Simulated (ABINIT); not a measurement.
# Ag (P-1) in ABINIT: reference runs

Reference runs on Ag: the cell as given.

All numbers are computed with ABINIT 10.8.3 (patched build); they aren't measurements. Logs are shortened: lines on timing, memory, paths and dates and some standing lists are left out, and cuts for length are marked. The log counts tension as positive stress, the text compression.

### 1 The crystal as given

The typed cell holds 2 atoms: a = 2.924 Å, b = 2.942 Å, c = 4.790 Å, α = 90.09°, β = 90.81°, γ = 120.20°.

This isn't the form of Ag at room conditions, which is fcc.

### 2 Single point, PBE

run.abi reads:

```
# Pseudopotentials
pp_dirpath "./"
pseudos "Ag.GGA_PBE-JTH.xml"

# Structure
acell 5.5261913664 5.5590320723 9.0522637048
rprim
     0.9999689625    -0.0035026328    -0.0070573150
    -0.5000462065     0.8659983637    -0.0007908827
    -0.0070433043    -0.0049832914     0.9999627786
ntypat 1
znucl 47
natom 2
typat 1 1
xred
     0.3415149100     0.6699488000     0.2509923700
     0.6584850900     0.3300512000     0.7490076300
chkprim 0
chksymtnons 0
tolsym 1.0e-6

# Plane-wave basis
ecut 17.0
pawecutdg 34.0
pawxcdev 0

# k points
kptopt 1
ngkpt 10 10 6
nshiftk 1
shiftk 0.0 0.0 0.0

# Exchange and correlation
ixc 11

# Bands and occupations
nband 15
occopt 3
tsmear 0.00183747

# SCF cycle
nstep 100
tolvrs 1.0e-9

# Output
iomode 3
prtwf 0
prtden 0
prteig 0
prtebands 0
enunit 1
```

Potentials or basis: JTH PAW PBE v2.0.

The run is started by

```console
> abinit run.abi > log 2>&1
```

run.abo:

```text
.Version 10.8.3 of ABINIT
 Symmetries : space group P-1 (#  2); Bravais aP (primitive triclinic)
================================================================================
 Values of the parameters that define the memory need of the present run
     intxc =       0    ionmov =       0      iscf =      17    lmnmax =      18
     lnmax =       6     mgfft =      36  mpssoang =       3    mqgrid =    3001
     natom =       2  nloc_mem =       2    nspden =       1   nspinor =       1
    nsppol =       1      nsym =       2    n1xccc =       1    ntypat =       1
    occopt =       3   xclevel =       2
       mpw =         815          nfft =       20736          nkpt =         304
 PAW method is used; the additional fine FFT grid is defined by:
   mgfftf=        48    nfftf =     43200
================================================================================
================================================================================

--------------------------------------------------------------------------------
------------- Echo of variables that govern the present computation ------------
--------------------------------------------------------------------------------
 -outvars: echo values of preprocessed input variables --------
            acell      5.5261913664E+00  5.5590320723E+00  9.0522637048E+00 Bohr
              amu      1.07868200E+02
          chkprim           0
      chksymtnons           0
             ecut      1.70000000E+01 Hartree
           enunit           1
                       outvar_i_n : Printing only first  50 k-points.
              ixc          11
                       outvar_i_n : Printing only first  50 k-points.
         kptrlatt       10    0    0      0   10    0      0    0    6
          kptrlen      5.43135822E+01
            natom           2
            nband          15
            ngfft          24      24      36
          ngfftdg          30      30      48
             nkpt         304
            nstep         100
             nsym           2
           ntypat           1
                       prtocc : prtvol=0, do not print more k-points.
           occopt           3
        pawecutdg      3.40000000E+01 Hartree
         pawxcdev           0
           prtden           0
        prtebands           0
           prteig           0
            prtwf           0
            rprim      9.9996896250E-01 -3.5026328000E-03 -7.0573150000E-03
                      -5.0004620650E-01  8.6599836370E-01 -7.9088270000E-04
                      -7.0433043000E-03 -4.9832914000E-03  9.9996277860E-01
          spgroup           2
           tolsym      1.00000000E-06
           tolvrs      1.00000000E-09
           tsmear      1.83747000E-03 Hartree
            typat      1  1
           useylm           1
                       outvars : Printing only first  50 k-points.
           xangst      4.7149261386E-03  1.6972175215E+00  1.1936650272E+00
                       1.4147971730E+00  8.1618710699E-01  3.5734438294E+00
            xcart      8.9099191058E-03  3.2072762917E+00  2.2556999876E+00
                       2.6735791807E+00  1.5423700997E+00  6.7528301638E+00
             xred      3.4151491000E-01  6.6994880000E-01  2.5099237000E-01
                       6.5848509000E-01  3.3005120000E-01  7.4900763000E-01
            znucl       47.00000

================================================================================

 chkinp: Checking input parameters for consistency.

================================================================================
== DATASET  1 ==================================================================

--- !DatasetInfo
iteration_state: {dtset: 1, }
dimensions: {natom: 2, nkpt: 304, mband: 15, nsppol: 1, nspinor: 1, nspden: 1, mpw: 815, }
cutoff_energies: {ecut:  17.0, pawecutdg:  34.0, }
electrons: {nelect:   2.20000000E+01, charge:   0.00000000E+00, occopt:   3.00000000E+00, tsmear:   1.83747000E-03, }
meta: {optdriver: 0, ionmov: 0, optcell: 0, iscf: 17, paral_kgb: 0, }
...

 Exchange-correlation functional for the present dataset will be:
  GGA: Perdew-Burke-Ernzerhof functional - ixc=11
  J.P.Perdew, K.Burke, M.Ernzerhof, PRL 77, 3865 (1996)

 Real(R)+Recip(G) space primitive vectors, cartesian coordinates (Bohr,Bohr^-1):
 R(1)=  5.5260198 -0.0193562 -0.0390001  G(1)=  0.1813415  0.1047122  0.0017991
 R(2)= -2.7797729  4.8141127 -0.0043965  G(2)=  0.0007364  0.2081488  0.0010425
 R(3)= -0.0637578 -0.0451101  9.0519268  G(3)=  0.0007817  0.0005522  0.1104820
 Unit cell volume ucvol=  2.4030233E+02 bohr^3
 Angles (23,13,12)=  9.00907793E+01  9.08069050E+01  1.20202548E+02 degrees

 Coarse grid specifications (used for wave-functions):

 getcut: wavevector=  0.0000  0.0000  0.0000  ngfft=  24  24  36
         ecut(hartree)=     17.000   => boxcut(ratio)=   2.14299

 Fine grid specifications (used for densities):

 getcut: wavevector=  0.0000  0.0000  0.0000  ngfft=  30  30  48
         ecut(hartree)=     34.000   => boxcut(ratio)=   2.02043

--- Pseudopotential description ------------------------------------------------
- pspini: atom type   1  psp file is ./Ag.GGA_PBE-JTH.xml
 Pseudopotential format is: paw10
 basis_size (lnmax)=  6 (lmn_size= 18), orbitals=   0   0   1   1   2   2
 Spheres core radius: rc_sph= 2.51516130
 Shapefunction is BESSEL type: shapef(r,l)=aa(1,l)*jl(q(1,l)*r)+aa(2,l)*jl(q(2,l)*r)
 Radius for shape functions =  2.20290272
 Compensation charge density is not taken into account in XC energy/potential

   1.77930984E+03                                ecore*ucvol(ha*bohr**3)
--------------------------------------------------------------------------------

[... 7 lines left out ...]

     iter   Etot(hartree)      deltaE(h)  residm     nres2
 ETOT  1  -76.415537248990    -7.642E+01 3.926E-01 4.894E+00
 ETOT  2  -76.445577450869    -3.004E-02 7.932E-03 8.675E-01
 ETOT  3  -76.440725187402     4.852E-03 2.624E-03 1.475E-02
 ETOT  4  -76.440684869212     4.032E-05 4.987E-04 1.453E-03
 ETOT  5  -76.440677305517     7.564E-06 5.196E-04 1.975E-04
 ETOT  6  -76.440676526000     7.795E-07 2.043E-04 2.750E-07
 ETOT  7  -76.440676529063    -3.063E-09 3.951E-04 1.026E-08
 ETOT  8  -76.440676529120    -5.721E-11 1.515E-04 5.009E-09
 ETOT  9  -76.440676529097     2.267E-11 1.477E-04 2.977E-11

 At SCF step    9       nres2   =  2.98E-11 < tolvrs=  1.00E-09 =>converged.

 Cartesian components of stress tensor (hartree/bohr^3)
  sigma(1 1)= -3.03401613E-05  sigma(3 2)= -9.76117307E-06
  sigma(2 2)= -3.03703035E-05  sigma(3 1)= -1.40067038E-05
  sigma(3 3)= -9.80420486E-06  sigma(2 1)=  1.31275922E-06

--- !ResultsGS
iteration_state: {dtset: 1, }
comment   : Summary of ground state results
lattice_vectors:
- [  5.5260198,  -0.0193562,  -0.0390001, ]
- [ -2.7797729,   4.8141127,  -0.0043965, ]
- [ -0.0637578,  -0.0451101,   9.0519268, ]
lattice_lengths: [   5.52619,    5.55903,    9.05226, ]
lattice_angles: [ 90.091,  90.807, 120.203, ] # degrees, (23, 13, 12)
lattice_volume:   2.4030233E+02
convergence: {deltae:  2.267E-11, res2:  2.977E-11, residm:  1.477E-04, diffor: null, }
etotal    :  -7.64406765E+01
entropy   :   0.00000000E+00
fermie    :   1.26662731E-01
cartesian_stress_tensor: # hartree/bohr^3
- [ -3.03401613E-05,   1.31275922E-06,  -1.40067038E-05, ]
- [  1.31275922E-06,  -3.03703035E-05,  -9.76117307E-06, ]
- [ -1.40067038E-05,  -9.76117307E-06,  -9.80420486E-06, ]
pressure_GPa:   6.9154E-01
xred      :
- [  3.4151E-01,   6.6995E-01,   2.5099E-01, Ag]
- [  6.5849E-01,   3.3005E-01,   7.4901E-01, Ag]
cartesian_forces: # hartree/bohr
- [ -4.34979976E-04,  -1.60439964E-04,  -1.04668094E-03, ]
- [  4.34979976E-04,   1.60439964E-04,   1.04668094E-03, ]
force_length_stats: {min:   1.14476615E-03, max:   1.14476615E-03, mean:   1.14476615E-03, }
...

 Integrated electronic density in atomic spheres:
 ------------------------------------------------
 Atom  Sphere_radius  Integrated_density
    1        2.51516          9.77994300
    2        2.51516          9.77994300

================================================================================

 ----iterations are completed or convergence reached----

 Mean square residual over all n,k,spin=   13.712E-08; max=  14.766E-05
 reduced coordinates (array xred) for    2 atoms
       0.341514910000      0.669948800000      0.250992370000
       0.658485090000      0.330051200000      0.749007630000
 rms dE/dt=  5.6234E-03; max dE/dt=  9.4395E-03; dE/dt below (all hartree)
    1       0.002359781835     -0.000441371261      0.009439508339
    2      -0.002359781835      0.000441371261     -0.009439508339

 cartesian coordinates (angstrom) at end:
    1      0.00471492613856     1.69721752146150     1.19366502723708
    2      1.41479717300473     0.81618710698766     3.57344382935797

 cartesian forces (hartree/bohr) at end:
    1     -0.00043497997585    -0.00016043996394    -0.00104668093628
    2      0.00043497997585     0.00016043996394     0.00104668093628
 frms,max,avg= 6.6093105E-04 1.0466809E-03   0.000E+00  0.000E+00  0.000E+00 h/b

 cartesian forces (eV/Angstrom) at end:
    1     -0.02236756968434    -0.00825015465746    -0.05382249776794
    2      0.02236756968434     0.00825015465746     0.05382249776794
 frms,max,avg= 3.3986441E-02 5.3822498E-02   0.000E+00  0.000E+00  0.000E+00 e/A
 length scales=  5.526191366400  5.559032072300  9.052263704800 bohr
              =  2.924334532204  2.941713085344  4.790251656415 angstroms
 Fermi (or HOMO) energy (eV) =   3.44667   Average Vxc (eV)= -12.05219
 Eigenvalues (   eV  ) for nkpt= 304  k points:
 kpt#   1, nband= 15, wtk=  0.00167, kpt=  0.0000  0.0000  0.0000 (reduced coord)
  -4.00056   -2.66810   -1.20447   -1.14267   -1.05579   -0.89786   -0.85704   -0.60761
  -0.49720    0.34327    0.42097    3.17559    6.80899   19.43965   21.23724
 prteigrs : prtvol=0 or 1, do not print more k-points.

--- !EnergyTerms
iteration_state     : {dtset: 1, }
comment             : Components of total free energy in Hartree
kinetic             :  2.01846882810897E+01
hartree             :  1.26265675992089E+01
xc                  : -2.45045230821949E+01
Ewald energy        : -7.08194635507787E+01
psp_core            :  7.40446344997728E+00
local_psp           : -3.21628356844144E+01
PAW spherical_terms :  1.08306216313389E+01
internal            : -7.64404813557732E+01
'-kT*entropy'       : -1.91670534127535E-04
total_energy        : -7.64406730263074E+01
total_energy_eV     : -2.08005667862159E+03
...

--- !EnergyTermsDC
iteration_state     : {dtset: 1, }
comment             : '"Double-counting" decomposition of free energy'
band_energy         : -5.92114848379497E-01
Ewald energy        : -7.08194635507787E+01
psp_core            :  7.40446344997728E+00
xc_dc               : -2.93936001280536E+01
PAW spherical_terms :  1.69602302186716E+01
internal            : -7.64404848585629E+01
'-kT*entropy'       : -1.91670534127535E-04
total_energy_dc     : -7.64406765290970E+01
total_energy_dc_eV  : -2.08005677393735E+03
...

--- !EnergyTermsWithPAWCore
iteration_state     : {dtset: 1, }
comment             : 'Components of total free energy, including PAW core contributions'
Total energy        : -1.06322673791468E+04
Total energy DC     : -1.06322673826496E+04
Total energy (eV)   : -2.89318734324508E+05
Total energy DC (eV): -2.89318734419824E+05
...

 Cartesian components of stress tensor (hartree/bohr^3)
  sigma(1 1)= -3.03401613E-05  sigma(3 2)= -9.76117307E-06
  sigma(2 2)= -3.03703035E-05  sigma(3 1)= -1.40067038E-05
  sigma(3 3)= -9.80420486E-06  sigma(2 1)=  1.31275922E-06

-Cartesian components of stress tensor (GPa)         [Pressure=  6.9154E-01 GPa]
- sigma(1 1)= -8.92638362E-01  sigma(3 2)= -2.87183627E-01
- sigma(2 2)= -8.93525178E-01  sigma(3 1)= -4.12091454E-01
- sigma(3 3)= -2.88449666E-01  sigma(2 1)=  3.86227097E-02

== END DATASET(S) ==============================================================
================================================================================

 -outvars: echo values of variables after computation  --------
            acell      5.5261913664E+00  5.5590320723E+00  9.0522637048E+00 Bohr
           etotal     -7.6440676529E+01
            fcart     -4.3497997585E-04 -1.6043996394E-04 -1.0466809363E-03
                       4.3497997585E-04  1.6043996394E-04  1.0466809363E-03
            rprim      9.9996896250E-01 -3.5026328000E-03 -7.0573150000E-03
                      -5.0004620650E-01  8.6599836370E-01 -7.9088270000E-04
                      -7.0433043000E-03 -4.9832914000E-03  9.9996277860E-01
           strten     -3.0340161256E-05 -3.0370303506E-05 -9.8042048641E-06
                      -9.7611730727E-06 -1.4006703817E-05  1.3127592213E-06
           xangst      4.7149261386E-03  1.6972175215E+00  1.1936650272E+00
                       1.4147971730E+00  8.1618710699E-01  3.5734438294E+00
             xred      3.4151491000E-01  6.6994880000E-01  2.5099237000E-01
                       6.5848509000E-01  3.3005120000E-01  7.4900763000E-01
 Calculation completed.
```

Wall time 89 s (1 thread of Arm Neoverse V1, shared host); peak memory 0.22 GiB.

Results:

```yaml
Free_energy: -2080.0568 eV
Pressure: 0.7 GPa
Largest_force: 0.059 eV/Å
Band_gap_on_the_k_mesh: none (metal or under the smearing width)
Valence_electrons_inside_the_program's_atomic_spheres: Ag 9.78 (radii [1.331] Å)
```

Forces on the atoms (eV/Å):
```
Ag  -0.022 -0.008 -0.054
Ag   0.022  0.008  0.054
```
